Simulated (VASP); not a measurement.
**LiH: how numerical settings change the zone-centre modes**

Aim: test the modes of LiH against the numerical settings. The starting structure is a measured crystal structure from the Crystallography Open Database.

Calculated with VASP 6.6.1; Kohn-Sham DFT with plane waves and PAW; LDA.

The database entry behind the starting cell differs from later determinations by our own check (the deuteride, about 0.2 % short), so it need not match the best structure at ambient conditions.

## 1. Set-up

Symmetry: Fm-3m, No. 225, cubic system. The conventional cell has a = 4.074 Å, b = 4.074 Å, c = 4.074 Å, α = 90.00°, β = 90.00°, γ = 90.00°. Nearest to Li lie 6 H at 2.04 Å. Nearest to H lie 6 Li at 2.04 Å. Farther neighbours are not listed.

## 2. Reference modes

The cell comes from a relaxation at this level, not shown (14.85 Å³).

File INCAR:

```
SYSTEM = LiH
PREC = Accurate
ENCUT = 650
EDIFF = 1E-08
NELM = 100
ISMEAR = 0
SIGMA = 0.03
LREAL = .FALSE.
ALGO = Normal
GGA = CA
NBANDS = 8
LORBIT = 11
LWAVE = .FALSE.
LCHARG = .FALSE.
KPAR = 2
IBRION = 8
LEPSILON = .TRUE.
ISIF = 2
```

File POSCAR:

```
LiH
1.0
    0.0000000000      1.9507846635      1.9507846635
    1.9507846635      0.0000000000      1.9507846635
    1.9507846635      1.9507846635      0.0000000000
Li H
1 1
Direct
    0.0000000000      0.0000000000      0.0000000000
    0.5000000000      0.5000000000      0.5000000000
```

File KPOINTS:

```
Automatic mesh
0
Gamma
14 14 14
0 0 0
```

The projector-augmented-wave data sets are Li_sv and H (LDA family, release 64).

Run with:

```console
$ mpirun -np 2 vasp_std
```

Log:

```text
[banner, memory and clock lines left out]
running    2 mpi-ranks, on    1 nodes
 distrk:  each k-point on    1 cores,    2 groups
 distr:  one band on    1 cores,    1 groups

 POSCAR found type information on POSCAR LiH
 POSCAR found :  2 types and       2 ions
 LDA part: xc-table for (Slater(with rela. corr.)+CA(PZ))
 , standard interpolation
 POSCAR, INCAR and KPOINTS ok, starting setup
 FFT: planning ... GRIDC
 FFT: planning ... GRID_SOFT
 FFT: planning ... GRID
 WAVECAR not read
 entering main loop
       N       E                     dE             d eps       ncg     rms          rms(c)
DAV:   1    -0.242795564314E+01   -0.24280E+01   -0.16239E+03  1696   0.519E+02
DAV:   2    -0.669892108722E+01   -0.42710E+01   -0.41455E+01  2304   0.506E+01
DAV:   3    -0.675573292146E+01   -0.56812E-01   -0.56812E-01  2048   0.584E+00
DAV:   4    -0.675599773554E+01   -0.26481E-03   -0.26481E-03  2576   0.322E-01
DAV:   5    -0.675599786657E+01   -0.13104E-06   -0.13104E-06  2120   0.695E-03    0.286E+00
DAV:   6    -0.656182052795E+01    0.19418E+00   -0.17325E-01  1984   0.136E+00    0.141E+00
DAV:   7    -0.649557720642E+01    0.66243E-01   -0.21053E-01  2232   0.163E+00    0.207E-01
DAV:   8    -0.649630359567E+01   -0.72639E-03   -0.31419E-03  1848   0.422E-01    0.458E-02
DAV:   9    -0.649624134057E+01    0.62255E-04   -0.22457E-04  2472   0.670E-02    0.416E-03
DAV:  10    -0.649624123509E+01    0.10547E-06   -0.43025E-06  1952   0.172E-02    0.277E-03
DAV:  11    -0.649624128662E+01   -0.51529E-07   -0.76450E-08  2640   0.157E-03    0.312E-04
DAV:  12    -0.649624129384E+01   -0.72146E-08   -0.24789E-09  1712   0.422E-04
   1 F= -.64962413E+01 E0= -.64962413E+01  d E =-.668202E-41
 Linear response reoptimize wavefunctions to high precision
DAV:   1    -0.649624129406E+01   -0.22357E-09   -0.23684E-09  2248   0.221E-04
DAV:   2    -0.649624129407E+01   -0.51728E-11   -0.51727E-11  1056   0.651E-05
 Linear response G [H, r] |phi>, progress :
  Direction:   1
       N       E                     dE             d eps       ncg     rms
RMM:   1    -0.852732887237E+01   -0.85273E+01    0.61989E+02  2094   0.212E+02
RMM:   2    -0.129053525669E+02   -0.43780E+01   -0.51986E+00  3635   0.137E+01
RMM:   3    -0.130499695378E+02   -0.14462E+00   -0.53258E-01  3899   0.296E+00
RMM:   4    -0.130573845556E+02   -0.74150E-02   -0.12198E-02  3843   0.475E-01
RMM:   5    -0.130577416152E+02   -0.35706E-03   -0.83119E-04  3836   0.120E-01
RMM:   6    -0.130577645914E+02   -0.22976E-04   -0.92078E-05  3794   0.351E-02
RMM:   7    -0.130577682934E+02   -0.37020E-05   -0.61898E-06  3891   0.108E-02
RMM:   8    -0.130577684826E+02   -0.18926E-06    0.39116E-06  3928   0.354E-03
RMM:   9    -0.130577684941E+02   -0.11447E-07    0.34195E-06  3808   0.146E-03
RMM:  10    -0.130577684801E+02    0.13918E-07   -0.24828E-05  3630   0.659E-04
RMM:  11    -0.130577684423E+02    0.37821E-07   -0.75006E-06  3283   0.338E-04
RMM:  12    -0.130577684087E+02    0.33661E-07   -0.30146E-06  2915   0.219E-04
RMM:  13    -0.130577683925E+02    0.16170E-07   -0.27867E-07  2613   0.172E-04
RMM:  14    -0.130577683922E+02    0.32882E-09    0.12316E-06  2258   0.154E-04
RMM:  15    -0.130577683925E+02   -0.33405E-09   -0.35092E-06  2042   0.149E-04
RMM:  16    -0.130577683923E+02    0.21952E-09   -0.64914E-06  1927   0.148E-04
RMM:  17    -0.130577683925E+02   -0.23920E-09   -0.29605E-06  1848   0.144E-04
 Linear response G [H, r] |phi>, progress :
  Direction:   2
       N       E                     dE             d eps       ncg     rms
RMM:   1    -0.685264985499E+01   -0.68526E+01    0.91184E+02  2051   0.263E+02
RMM:   2    -0.110146492122E+02   -0.41620E+01   -0.62749E+00  3611   0.149E+01
RMM:   3    -0.111422433005E+02   -0.12759E+00   -0.53767E-01  3879   0.320E+00
RMM:   4    -0.111509995648E+02   -0.87563E-02   -0.14454E-02  3843   0.521E-01
RMM:   5    -0.111514911504E+02   -0.49159E-03   -0.13443E-03  3859   0.142E-01
RMM:   6    -0.111515196996E+02   -0.28549E-04   -0.68122E-05  3849   0.366E-02
RMM:   7    -0.111515225521E+02   -0.28525E-05   -0.69008E-06  3922   0.124E-02
RMM:   8    -0.111515227870E+02   -0.23494E-06    0.18452E-07  3924   0.411E-03
RMM:   9    -0.111515227761E+02    0.10937E-07   -0.64441E-06  3832   0.166E-03
RMM:  10    -0.111515227594E+02    0.16691E-07   -0.55609E-06  3612   0.719E-04
RMM:  11    -0.111515227330E+02    0.26340E-07    0.47613E-06  3267   0.372E-04
RMM:  12    -0.111515226935E+02    0.39533E-07    0.39586E-06  2867   0.225E-04
RMM:  13    -0.111515226957E+02   -0.22238E-08    0.42232E-06  2598   0.172E-04
RMM:  14    -0.111515226957E+02    0.51905E-11    0.46289E-06  2286   0.149E-04
RMM:  15    -0.111515226957E+02    0.93046E-11    0.61444E-06  2099   0.142E-04
RMM:  16    -0.111515226959E+02   -0.14709E-09    0.62536E-06  1954   0.140E-04
RMM:  17    -0.111515226958E+02    0.69477E-10    0.64095E-06  1894   0.137E-04
 Linear response G [H, r] |phi>, progress :
  Direction:   3
       N       E                     dE             d eps       ncg     rms
RMM:   1    -0.881034987773E+01   -0.88103E+01    0.79282E+02  2152   0.244E+02
RMM:   2    -0.152092031843E+02   -0.63989E+01   -0.49899E+00  3410   0.144E+01
RMM:   3    -0.153807996355E+02   -0.17160E+00   -0.70451E-01  3703   0.358E+00
RMM:   4    -0.153913764206E+02   -0.10577E-01   -0.19291E-02  3614   0.612E-01
[...]
Linear response to external field, progress :
  Direction:   1
       N       E                     dE             d eps       ncg     rms          rms(c)
RMM:   1    -0.152038368612E+00   -0.15204E+00   -0.37681E-01  8832   0.325E+00
RMM:   2    -0.167506829940E+00   -0.15468E-01   -0.74599E-03  8530   0.678E-01    0.511E-01
RMM:   3    -0.168445467704E+00   -0.93864E-03   -0.33523E-03  8631   0.328E-01    0.301E-01
RMM:   4    -0.179447150769E+00   -0.11002E-01   -0.19065E-03  8109   0.254E-01    0.185E-02
RMM:   5    -0.180304785963E+00   -0.85764E-03   -0.22080E-04  8982   0.749E-02    0.716E-03
RMM:   6    -0.180277500585E+00    0.27285E-04   -0.14424E-05  8936   0.179E-02    0.128E-03
RMM:   7    -0.180259559336E+00    0.17941E-04   -0.43343E-06  9247   0.576E-03    0.330E-04
RMM:   8    -0.180253367267E+00    0.61921E-05   -0.32876E-06  9367   0.189E-03    0.612E-05
RMM:   9    -0.180251120332E+00    0.22469E-05   -0.17464E-05  9340   0.661E-04    0.146E-05
RMM:  10    -0.180251191741E+00   -0.71409E-07   -0.21503E-05  7949   0.253E-04    0.329E-06
 change of polarisation eV/A/(eV/A) component  1 :     0.330    -0.051    -0.037
 dielectric tensor                  component  1 :     5.019    -0.617    -0.453
 Linear response to external field, progress :
  Direction:   2
       N       E                     dE             d eps       ncg     rms          rms(c)
RMM:   1    -0.152038365834E+00   -0.15204E+00   -0.37681E-01  8856   0.325E+00
RMM:   2    -0.167506801021E+00   -0.15468E-01   -0.74600E-03  8558   0.678E-01    0.511E-01
RMM:   3    -0.168445454377E+00   -0.93865E-03   -0.33535E-03  8671   0.329E-01    0.301E-01
RMM:   4    -0.179447076486E+00   -0.11002E-01   -0.19080E-03  8139   0.254E-01    0.185E-02
RMM:   5    -0.180305864168E+00   -0.85879E-03   -0.22064E-04  9017   0.748E-02    0.715E-03
RMM:   6    -0.180277544800E+00    0.28319E-04   -0.15090E-05  8976   0.178E-02    0.128E-03
RMM:   7    -0.180259806133E+00    0.17739E-04   -0.64373E-06  9286   0.575E-03    0.328E-04
RMM:   8    -0.180253371855E+00    0.64343E-05   -0.21568E-05  9391   0.191E-03    0.607E-05
RMM:   9    -0.180251106888E+00    0.22650E-05   -0.21299E-05  9372   0.688E-04    0.148E-05
RMM:  10    -0.180251177870E+00   -0.70982E-07   -0.24301E-05  7998   0.266E-04    0.391E-06
 change of polarisation eV/A/(eV/A) component  2 :    -0.032     0.330    -0.005
 dielectric tensor                  component  2 :    -0.390     5.019    -0.058
 Linear response to external field, progress :
  Direction:   3
       N       E                     dE             d eps       ncg     rms          rms(c)
RMM:   1    -0.152038365373E+00   -0.15204E+00   -0.37681E-01  8852   0.325E+00
RMM:   2    -0.167506800548E+00   -0.15468E-01   -0.74600E-03  8561   0.678E-01    0.511E-01
RMM:   3    -0.168445455496E+00   -0.93865E-03   -0.33535E-03  8674   0.329E-01    0.301E-01
RMM:   4    -0.179447071656E+00   -0.11002E-01   -0.19080E-03  8140   0.254E-01    0.185E-02
RMM:   5    -0.180305850100E+00   -0.85878E-03   -0.22039E-04  9016   0.748E-02    0.715E-03
RMM:   6    -0.180277208088E+00    0.28642E-04   -0.33954E-05  8965   0.180E-02    0.128E-03
RMM:   7    -0.180260038953E+00    0.17169E-04   -0.84669E-06  9266   0.574E-03    0.329E-04
RMM:   8    -0.180253319242E+00    0.67197E-05   -0.24427E-05  9359   0.188E-03    0.603E-05
RMM:   9    -0.180251222070E+00    0.20972E-05   -0.17341E-05  9366   0.675E-04    0.155E-05
RMM:  10    -0.180251180454E+00    0.41616E-07   -0.24197E-05  8007   0.255E-04    0.374E-06
 change of polarisation eV/A/(eV/A) component  3 :    -0.007    -0.020     0.330
 dielectric tensor                  component  3 :    -0.086    -0.241     5.019
 Linear response DOF=           2
 Linear response progress:
  Degree of freedom:   1/  2
       N       E                     dE             d eps       ncg     rms          rms(c)
RMM:   1    -0.167136051475E+00   -0.16714E+00    0.55624E+00  4825   0.225E+01
RMM:   2    -0.176077967878E+00   -0.89419E-02   -0.15890E-02  6846   0.118E+00    0.451E-02
RMM:   3    -0.176075594537E+00    0.23733E-05   -0.62469E-04  8273   0.180E-01    0.231E-02
RMM:   4    -0.176024215426E+00    0.51379E-04   -0.56209E-05  8404   0.453E-02    0.338E-03
RMM:   5    -0.176025909484E+00   -0.16941E-05   -0.34168E-06  8805   0.121E-02    0.820E-04
RMM:   6    -0.176037558928E+00   -0.11649E-04   -0.33707E-07  8663   0.306E-03    0.300E-04
RMM:   7    -0.176042226968E+00   -0.46680E-05   -0.62022E-08  8718   0.104E-03    0.427E-05
RMM:   8    -0.176043315317E+00   -0.10883E-05   -0.10699E-09  9220   0.405E-04    0.559E-06
RMM:   9    -0.176043107806E+00    0.20751E-06   -0.53099E-08  9557   0.167E-04    0.459E-06
RMM:  10    -0.176043169181E+00   -0.61375E-07   -0.27499E-08  9743   0.826E-05    0.140E-06
RMM:  11    -0.176043192822E+00   -0.23641E-07   -0.17293E-08  9471   0.474E-05    0.316E-07
RMM:  12    -0.176043195937E+00   -0.31145E-08   -0.18022E-08  7843   0.336E-05    0.118E-07
 first order change of Fermi-energy  -0.17996E-03
 force on displaced ion       1 direction 1 :  -1.389   0.000   0.000
 Born effective charge ion    1 direction 1 :   1.025   0.000   0.000
 Linear response progress:
  Degree of freedom:   2/  2
       N       E                     dE             d eps       ncg     rms          rms(c)
RMM:   1    -0.154652815015E-01   -0.15465E-01   -0.57168E-03  8539   0.588E-01
RMM:   2    -0.158337675573E-01   -0.36849E-03   -0.47178E-04  8036   0.959E-02    0.102E-01
RMM:   3    -0.162812994216E-01   -0.44753E-03   -0.61824E-05  7864   0.370E-02    0.595E-02
RMM:   4    -0.172491630988E-01   -0.96786E-03   -0.36287E-05  7344   0.339E-02    0.166E-03
RMM:   5    -0.172616030333E-01   -0.12440E-04   -0.16824E-06  8512   0.680E-03    0.898E-04
RMM:   6    -0.172583976472E-01    0.32054E-05   -0.15628E-07  8619   0.174E-03    0.780E-05
RMM:   7    -0.172589496100E-01   -0.55196E-06   -0.82269E-09  8929   0.420E-04    0.579E-05
RMM:   8    -0.172582288423E-01    0.72077E-06   -0.20868E-08  9047   0.130E-04    0.600E-06
RMM:   9    -0.172582063041E-01    0.22538E-07   -0.53696E-08  9286   0.406E-05    0.379E-06
RMM:  10    -0.172581392616E-01    0.67043E-07   -0.40481E-08  9239   0.155E-05    0.216E-07
RMM:  11    -0.172581411280E-01   -0.18664E-08   -0.20388E-08  8568   0.671E-06    0.227E-07
 first order change of Fermi-energy   0.31096E-03
 force on displaced ion       2 direction 1 :  -1.386   0.000   0.000
 Born effective charge ion    2 direction 1 :  -1.025   0.000   0.000
 Born effective charges drift removed
 Linear response finished
```

Wall time 4 min (2 MPI ranks of AMD EPYC 7R43, shared host); peak memory 0.36 GiB.

The logs omit lines about the potential files and the build; timing stands in the text.

From OUTCAR (step 2):

```text
ion  position               nearest neighbor table
   1  0.000  0.000  0.000-
   2  0.500  0.500  0.500-

  LATTYP: Found a face centered cubic cell.
 ALAT       =     3.9015693270

 Subroutine GETGRP returns: Found 48 space group operations
 (whereof 48 operations were pure point group operations)

The static configuration has the point symmetry O_h .

 Found    104 irreducible k-points:

   k-points           NKPTS =    104   k-points in BZ     NKDIM =    104   number of bands    NBANDS=      8

   dimension x,y,z NGX =    24 NGY =   24 NGZ =   24
   dimension x,y,z NGXF=    48 NGYF=   48 NGZF=   48

   ENCUT  =  650.0 eV  47.77 Ry    6.91 a.u.   5.74  5.74  5.74*2*pi/ulx,y,z

   NELECT =       4.0000    total number of electrons

 k-points in reciprocal lattice and weights: Automatic mesh
   0.00000000  0.00000000  0.00000000       0.000
   0.07142857  0.00000000  0.00000000       0.003
   0.14285714  0.00000000  0.00000000       0.003
   0.21428571  0.00000000  0.00000000       0.003
   0.28571429  0.00000000  0.00000000       0.003
   0.35714286  0.00000000  0.00000000       0.003
   0.42857143  0.00000000  0.00000000       0.003
   0.50000000  0.00000000  0.00000000       0.001
   0.07142857  0.07142857  0.00000000       0.002
[...]
-0.28571429  0.42857143  0.21428571       0.009
  -0.28571429  0.50000000  0.21428571       0.004

 average (electrostatic) potential at core
       1 -65.5473       2 -33.3116

  Total       -0.0033117     -0.0033117     -0.0033117      0.0000000     -0.0000000     -0.0000000
  in kB       -0.3573593     -0.3573593     -0.3573593      0.0000000     -0.0000000     -0.0000000
  external PRESSURE =      -0.3573593 kB  Pullay stress =       0.0000000 kB

  energy-cutoff  :      650.00
  volume of cell :       14.85
      direct lattice vectors                 reciprocal lattice vectors
     0.000000000  1.950784663  1.950784663    -0.256307121  0.256307121  0.256307121
     1.950784663  0.000000000  1.950784663     0.256307121 -0.256307121  0.256307121
     1.950784663  1.950784663  0.000000000     0.256307121  0.256307121 -0.256307121

 POSITION                                       TOTAL-FORCE (eV/Angst)
 -----------------------------------------------------------------------------------
      0.00000      0.00000      0.00000         0.000000      0.000000     -0.000000
      1.95078      1.95078      1.95078         0.000000      0.000000      0.000000
 -----------------------------------------------------------------------------------
    total drift:                                0.000000     -0.000000     -0.000000

 MACROSCOPIC STATIC DIELECTRIC TENSOR (including local field effects in DFT)
 ------------------------------------------------------
           5.019402     0.000000     0.000000
          -0.000000     5.019402     0.000000
          -0.000000    -0.000000     5.019402
 ------------------------------------------------------

 PIEZOELECTRIC TENSOR (including local field effects)  for field in x, y, z        (C/m^2)
          XX          YY          ZZ          XY          YZ          ZX
  --------------------------------------------------------------------------------
  x     0.00000     0.00000     0.00000     0.00000     0.00000     0.00000
  y     0.00000     0.00000     0.00000     0.00000     0.00000     0.00000
  z     0.00000     0.00000     0.00000     0.00000     0.00000     0.00000

 BORN EFFECTIVE CHARGES (including local field effects) (in |e|, cummulative output)
 ---------------------------------------------------------------------------------
 ion    1
    1     1.02518    -0.00000    -0.00000
    2    -0.00000     1.02518    -0.00000
    3     0.00000     0.00000     1.02518
 ion    2
    1    -1.02518     0.00000     0.00000
    2     0.00000    -1.02518     0.00000
    3    -0.00000    -0.00000    -1.02518

 Eigenvectors and eigenvalues of the dynamical matrix
 ----------------------------------------------------

   1 f  =   19.674977 THz   123.621527 2PiTHz  656.286595 cm-1    81.369131 meV
             X         Y         Z           dx          dy          dz
      0.000000  0.000000  0.000000     0.000000    0.000000   -0.353670
      1.950785  1.950785  1.950785     0.000000    0.000000    0.935370

   2 f  =   19.674977 THz   123.621527 2PiTHz  656.286595 cm-1    81.369131 meV
             X         Y         Z           dx          dy          dz
      0.000000  0.000000  0.000000     0.000000    0.353670    0.000000
      1.950785  1.950785  1.950785    -0.000000   -0.935370    0.000000

   3 f  =   19.674977 THz   123.621527 2PiTHz  656.286595 cm-1    81.369131 meV
             X         Y         Z           dx          dy          dz
      0.000000  0.000000  0.000000    -0.353670    0.000000   -0.000000
      1.950785  1.950785  1.950785     0.935370   -0.000000   -0.000000

   4 f/i=    0.007088 THz     0.044533 2PiTHz    0.236419 cm-1     0.029312 meV
             X         Y         Z           dx          dy          dz
      0.000000  0.000000  0.000000    -0.069122   -0.740622    0.567115
      1.950785  1.950785  1.950785    -0.026136   -0.280034    0.214430

   5 f/i=    0.007088 THz     0.044533 2PiTHz    0.236419 cm-1     0.029312 meV
             X         Y         Z           dx          dy          dz
      0.000000  0.000000  0.000000    -0.885637   -0.126451   -0.273084
      1.950785  1.950785  1.950785    -0.334865   -0.047812   -0.103255

   6 f/i=    0.007088 THz     0.044533 2PiTHz    0.236419 cm-1     0.029312 meV
             X         Y         Z           dx          dy          dz
      0.000000  0.000000  0.000000    -0.292893    0.557142    0.691899
      1.950785  1.950785  1.950785    -0.110745    0.210659    0.261611

 MACROSCOPIC STATIC DIELECTRIC TENSOR IONIC CONTRIBUTION
 ------------------------------------------------------
           9.232971    -0.000000     0.000000
          -0.000000     9.232971    -0.000000
           0.000000    -0.000000     9.232971
 ------------------------------------------------------

 ELASTIC MODULI CONTR FROM IONIC RELAXATION (kBar)
 Direction    XX          YY          ZZ          XY          YZ          ZX
 --------------------------------------------------------------------------------
 XX           0.0000      0.0000      0.0000      0.0000      0.0000      0.0000
 YY           0.0000      0.0000      0.0000      0.0000      0.0000      0.0000
 ZZ           0.0000      0.0000      0.0000      0.0000      0.0000      0.0000
 XY           0.0000      0.0000      0.0000      0.0000      0.0000      0.0000
 YZ           0.0000      0.0000      0.0000      0.0000      0.0000      0.0000
 ZX           0.0000      0.0000      0.0000      0.0000      0.0000      0.0000
 --------------------------------------------------------------------------------

 PIEZOELECTRIC TENSOR IONIC CONTR  for field in x, y, z        (C/m^2)
          XX          YY          ZZ          XY          YZ          ZX
  --------------------------------------------------------------------------------
  x     0.00000     0.00000     0.00000     0.00000     0.00000     0.00000
  y     0.00000     0.00000     0.00000     0.00000     0.00000     0.00000
  z     0.00000     0.00000     0.00000     0.00000     0.00000     0.00000
```

Energies printed during the response cycles are not total energies of the cell.

Reference: the zone-centre mode is T1u 656.3 cm⁻¹.

[end of part 1 of 2]

[Lines on the potential files, build, host, timing and source positions are cut from VASP's logs without a mark.]

[Logs are printed without paths, hosts, clocks, repeated set-up lines and the standing remarks that a program may print on its own settings, such as how far it seeks lower states.]

[Hosts, paths, dates, database ids (printed as entryN), source tags and the programs' standing remarks are cut or masked in the printed files.]
